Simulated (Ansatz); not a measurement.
# CuO (P-1) in Ansatz: further runs, part 2 of 2

Ansatz 0.2.0. The steps go on from the part before.

## Step 5: Single point, LDA, 10.51 Å³/atom (volume scaled by 0.98)

Contents of input.yaml:

```yaml
crystal:
  lattice:
    - [2.8601748718, 0.0, 0.0]
    - [0.0388105168, 2.859954874, 0.0]
    - [0.0173779641, 0.0171291597, 5.1415976211]
  atoms:
    - { symbol: Cu, position: [0.0, 0.5, 0.0] }
    - { symbol: Cu, position: [0.5, 0.0, 0.5] }
    - { symbol: O, position: [0.99842397, 0.00167178, 0.7498871] }
    - { symbol: O, position: [0.00157603, 0.99832822, 0.2501129] }
hamiltonian:
  xc: lda
  pseudopotentials: { kind: paw }
kpoints:
  mp_grid: { grid: [9, 9, 5] }
scf:
  occupations: { method: fermi_dirac, width: 0.05 }
output:
  forces: true
  stress: true
  eigenvalues: true
```

The run is started by

```sh
ansatz run input.yaml --threads 2 --pin off --max-ram 5632MiB --backend cpu --events-out ev --progress --plain --runs-dir out
```

Wall time 9.6 s (2 threads of AMD EPYC 7R43 (Zen 3), shared host); peak memory 0.5 GiB.

The run converged. Its results:

- Free energy: -14219.3223 eV
- Pressure: -5.2 GPa
- Largest force: 0.014 eV/Å
- Band gap on the k mesh: none (metal or under the smearing width)

Caveat: the pressure holds a Pulay correction of +0.9 GPa for the finite cutoff; the run has no spin polarisation, though such a crystal can be magnetic; semilocal functionals often make such compounds metallic where correlation or magnetic order opens a gap, which also shifts bond lengths; the PAW data sets come from PBE, with cores solved anew for the run's functional, which leaves a small shift of forces and pressure.

## Step 6: Single point, LDA, 10.73 Å³/atom

Edit input.yaml of step 5 so:

```diff
@@ -2,5 +2,5 @@
   lattice:
-    - [2.8601748718, 0.0, 0.0]
-    - [0.0388105168, 2.859954874, 0.0]
-    - [0.0173779641, 0.0171291597, 5.1415976211]
+    - [2.8795009639, 0.0, 0.0]
+    - [0.039072758, 2.8792794796, 0.0]
+    - [0.0174953863, 0.0172449008, 5.1763391994]
   atoms:
```

Potentials or basis: Ansatz PAW.

The run is started by

```sh
ansatz run input.yaml --threads 2 --pin off --max-ram 5632MiB --backend cpu --events-out ev --progress --plain --runs-dir out
```

It took 8.6 s on 2 threads of AMD EPYC 7R43 (Zen 3), shared host; peak memory 0.47 GiB.

Results (log left out):

| Item | Value |
| --- | --- |
| Free energy | -14219.2855 eV |
| Pressure | -8.5 GPa |
| Largest force | 0.015 eV/Å |
| Band gap on the k mesh | none (metal or under the smearing width) |

Caveat: the pressure holds a Pulay correction of +0.9 GPa for the finite cutoff; the run has no spin polarisation, though such a crystal can be magnetic; semilocal functionals often make such compounds metallic where correlation or magnetic order opens a gap, which also shifts bond lengths; the PAW data sets come from PBE, with cores solved anew for the run's functional, which leaves a small shift of forces and pressure.

## Step 7: Single point, LDA, 10.94 Å³/atom (volume scaled by 1.02)

Edit input.yaml of step 6 so:

```diff
@@ -2,5 +2,5 @@
   lattice:
-    - [2.8795009639, 0.0, 0.0]
-    - [0.039072758, 2.8792794796, 0.0]
-    - [0.0174953863, 0.0172449008, 5.1763391994]
+    - [2.8985710625, 0.0, 0.0]
+    - [0.0393315255, 2.8983481113, 0.0]
+    - [0.0176112532, 0.0173591088, 5.2106205905]
   atoms:
```

The run is started by

```sh
ansatz run input.yaml --threads 2 --pin off --max-ram 5632MiB --backend cpu --events-out ev --progress --plain --runs-dir out
```

Wall time 9 s (2 threads of AMD EPYC 7R43 (Zen 3), shared host); peak memory 0.48 GiB.

The run converged. Its results:

| Item | Value |
| --- | --- |
| Free energy | -14219.2320 eV |
| Pressure | -11.4 GPa |
| Largest force | 0.016 eV/Å |
| Band gap on the k mesh | none (metal or under the smearing width) |

Caveat: the pressure holds a Pulay correction of +0.9 GPa for the finite cutoff; the run has no spin polarisation, though such a crystal can be magnetic; semilocal functionals often make such compounds metallic where correlation or magnetic order opens a gap, which also shifts bond lengths; the PAW data sets come from PBE, with cores solved anew for the run's functional, which leaves a small shift of forces and pressure.

## Step 8: Single point, LDA, 11.16 Å³/atom (volume scaled by 1.04)

Edit input.yaml of step 7 so:

```diff
@@ -2,5 +2,5 @@
   lattice:
-    - [2.8985710625, 0.0, 0.0]
-    - [0.0393315255, 2.8983481113, 0.0]
-    - [0.0176112532, 0.0173591088, 5.2106205905]
+    - [2.9173934799, 0.0, 0.0]
+    - [0.0395869322, 2.917169081, 0.0]
+    - [0.0177256152, 0.0174718334, 5.2444567372]
   atoms:
```

The run is started by

```sh
ansatz run input.yaml --threads 2 --pin off --max-ram 5632MiB --backend cpu --events-out ev --progress --plain --runs-dir out
```

Run time: 8.8 s. Hardware: 2 threads of AMD EPYC 7R43 (Zen 3), shared host; peak memory 0.5 GiB.

It converged, with:

| Property | Result |
| --- | --- |
| Free energy | -14219.1637 eV |
| Pressure | -14.0 GPa |
| Largest force | 0.017 eV/Å |
| Band gap on the k mesh | none (metal or under the smearing width) |

Caveat: the pressure holds a Pulay correction of +0.9 GPa for the finite cutoff; the run has no spin polarisation, though such a crystal can be magnetic; semilocal functionals often make such compounds metallic where correlation or magnetic order opens a gap, which also shifts bond lengths; the PAW data sets come from PBE, with cores solved anew for the run's functional, which leaves a small shift of forces and pressure.

## Step 9: Single point, LDA, 11.37 Å³/atom (volume scaled by 1.06)

Edit input.yaml of step 8 so:

```diff
@@ -2,5 +2,5 @@
   lattice:
-    - [2.9173934799, 0.0, 0.0]
-    - [0.0395869322, 2.917169081, 0.0]
-    - [0.0177256152, 0.0174718334, 5.2444567372]
+    - [2.935976105, 0.0, 0.0]
+    - [0.0398390851, 2.9357502767, 0.0]
+    - [0.0178385202, 0.017583122, 5.2778618209]
   atoms:
```

Potentials or basis: Ansatz PAW.

The run is started by

```sh
ansatz run input.yaml --threads 2 --pin off --max-ram 5632MiB --backend cpu --events-out ev --progress --plain --runs-dir out
```

It took 10 s on 2 threads of AMD EPYC 7R43 (Zen 3), shared host; peak memory 0.51 GiB.

The run converged. Its results:

```
Free energy            : -14219.0824 eV
Pressure               : -16.3 GPa
Largest force          : 0.017 eV/Å
Band gap on the k mesh : none (metal or under the smearing width)
```

Caveat: the pressure holds a Pulay correction of +0.8 GPa for the finite cutoff; the run has no spin polarisation, though such a crystal can be magnetic; semilocal functionals often make such compounds metallic where correlation or magnetic order opens a gap, which also shifts bond lengths; the PAW data sets come from PBE, with cores solved anew for the run's functional, which leaves a small shift of forces and pressure.

## Step 10: Equation of state, LDA

This step only gathers the single runs of the series.

Results:

```yaml
Equilibrium_volume: 10.22 Å³/atom
Bulk_modulus_at_fixed_shape_and_positions: 195 GPa
Pressure_derivative_of_the_bulk_modulus: 4.6
```

Energy against volume, from the lowest point:
| volume (Å³/atom) | energy (meV/atom) |
| --- | --- |
| 10.085 | 0.67 |
| 10.300 | 0.00 |
| 10.515 | 4.61 |
| 10.729 | 13.81 |
| 10.944 | 27.20 |
| 11.158 | 44.28 |
| 11.373 | 64.59 |

Caveat: the cell was scaled at fixed shape and fractional positions, which overstates the stiffness of a crystal with free parameters, most of all of layers and chains; the run has no spin polarisation, though such a crystal can be magnetic.

## Step 11: Band structure, r2SCAN

Contents of input.yaml:

```yaml
crystal:
  lattice:
    - [2.8795009639, 0.0, 0.0]
    - [0.039072758, 2.8792794796, 0.0]
    - [0.0174953863, 0.0172449008, 5.1763391994]
  atoms:
    - { symbol: Cu, position: [0.0, 0.5, 0.0] }
    - { symbol: Cu, position: [0.5, 0.0, 0.5] }
    - { symbol: O, position: [0.99842397, 0.00167178, 0.7498871] }
    - { symbol: O, position: [0.00157603, 0.99832822, 0.2501129] }
hamiltonian:
  xc: r2scan
  pseudopotentials: { kind: paw }
kpoints:
  mp_grid: { grid: [9, 9, 5] }
  band_path:
    path:
      - [[0.0, 0.0, 0.0], [0.5, 0.5, 0.0], [0.5009280546, 0.5009280546, 0.4940215567], [0.5, 0.5, 0.5], [0.5075950467, 0.4924049533, 0.5]]
      - [[0.4924049533, -0.4924049533, 0.5], [0.0, 0.0, 0.5], [0.4990719454, 0.4990719454, 0.5059784433]]
      - [[0.5, 0.5, 0.0], [0.5066808622, 0.4933191378, 0.0]]
      - [[0.4933191378, -0.4933191378, 0.0], [0.0, 0.0, 0.0], [0.5, 0.0, 0.0]]
      - [[0.5, 0.0, 0.5], [0.0, 0.0, 0.0]]
    npoints: 14
scf:
  occupations: { method: fermi_dirac, width: 0.05 }
  n_extra_bands: 10
output:
  forces: true
  stress: true
  eigenvalues: true
  fatbands: false
  write_density: true
  write_potential: true
  elf: true
  volumetric_format: npy
```

The run is started by

```sh
ansatz run input.yaml --threads 2 --pin off --max-ram 5632MiB --backend cpu --events-out ev --progress --plain --runs-dir out
```

It took 26 s on 2 threads of AMD EPYC 7R43 (Zen 3), shared host; peak memory 0.67 GiB.

Results (log left out):

| Item | Value |
| --- | --- |
| Free energy | -14397.2885 eV |
| Pressure | -0.7 GPa |
| Largest force | 0.012 eV/Å |
| Band gap on the k mesh | none (metal or under the smearing width) |

Forces in eV/Å, atoms in the order of the input:
```
Cu   0.000  0.000  0.000
Cu   0.000  0.000  0.000
O    0.004 -0.005  0.010
O   -0.004  0.005 -0.010
```

Stress tensor (GPa, compression positive):
```
 0.22 -0.06 -0.01
-0.06  0.19  0.00
-0.01  0.00 -2.51
```

Levels at the corners of the path, in eV from the Fermi level:
```
point  band 21  band 22  band 23  band 24  band 25  band 26  band 27  band 28  band 29  band 30
    Γ    -2.64    -2.64    -2.56    -2.28     0.66     0.70     1.74     6.61     7.77    14.19
    Y    -2.62    -2.61    -1.58    -1.36    -1.35     1.23     2.39     7.44    10.37    10.65
    F    -2.20    -2.20    -1.58    -1.58    -0.45    -0.40     4.21     4.29    11.46    11.48
    L    -2.20    -2.20    -1.58    -1.58    -0.43    -0.43     4.25     4.25    11.46    11.47
    I    -2.20    -2.20    -1.58    -1.58    -0.43    -0.43     4.25     4.26    11.46    11.48
   I1    -2.20    -2.20    -1.58    -1.58    -0.43    -0.43     4.25     4.26    11.46    11.48
    Z    -2.60    -2.60    -1.75    -1.75     0.11     0.12     3.86     3.87    12.17    12.18
   F1    -2.20    -2.20    -1.58    -1.58    -0.45    -0.40     4.21     4.29    11.46    11.48
    Y    -2.62    -2.61    -1.58    -1.36    -1.35     1.23     2.39     7.44    10.37    10.65
   X1    -2.62    -2.61    -1.58    -1.36    -1.35     1.23     2.40     7.43    10.37    10.66
    X    -2.62    -2.61    -1.58    -1.36    -1.35     1.23     2.40     7.43    10.37    10.66
    Γ    -2.64    -2.64    -2.56    -2.28     0.66     0.70     1.74     6.61     7.77    14.19
    N    -2.57    -2.15    -1.75    -1.71     0.24     0.47     3.80     6.43     7.10    11.73
    M    -2.71    -2.63    -2.25    -1.96    -0.13     0.68     4.53     6.37     8.86     9.64
    Γ    -2.64    -2.64    -2.56    -2.28     0.66     0.70     1.74     6.61     7.77    14.19
```

Caveat: the run has no spin polarisation, though such a crystal can be magnetic; semilocal functionals often make such compounds metallic where correlation or magnetic order opens a gap, which also shifts bond lengths; the PAW data sets come from PBE, with cores solved anew for the run's functional, which leaves a small shift of forces and pressure. With open d or f shells a metallic result of r2SCAN can be an artefact of self-interaction; +U or a hybrid may open a gap.

## Step 12: The runs side by side

```csv
task,level,cutoff (eV),points for each segment of the path,gap on the mesh (eV),pressure (GPa),largest force (eV/Å)
band structure,LDA,420,14,none,-8.5,0.01
equation of state,LDA,420,-,-,-,-
band structure,r2SCAN,500,14,none,-0.7,0.01
```

Alike in all rows: potentials or basis Ansatz PAW; no spin polarisation; cell as given; k mesh 9 × 9 × 5; smearing fermi-dirac 0.05 eV.

Caveats: the run has no spin polarisation, though such a crystal can be magnetic; semilocal functionals often make such compounds metallic where correlation or magnetic order opens a gap, which also shifts bond lengths (some runs); the PAW data sets come from PBE, with cores solved anew for the run's functional, which leaves a small shift of forces and pressure (some runs); the cell was scaled at fixed shape and fractional positions, which overstates the stiffness of a crystal with free parameters, most of all of layers and chains (some runs).

Total energies depend on the potentials used, so only differences within one code and one set of settings carry meaning.
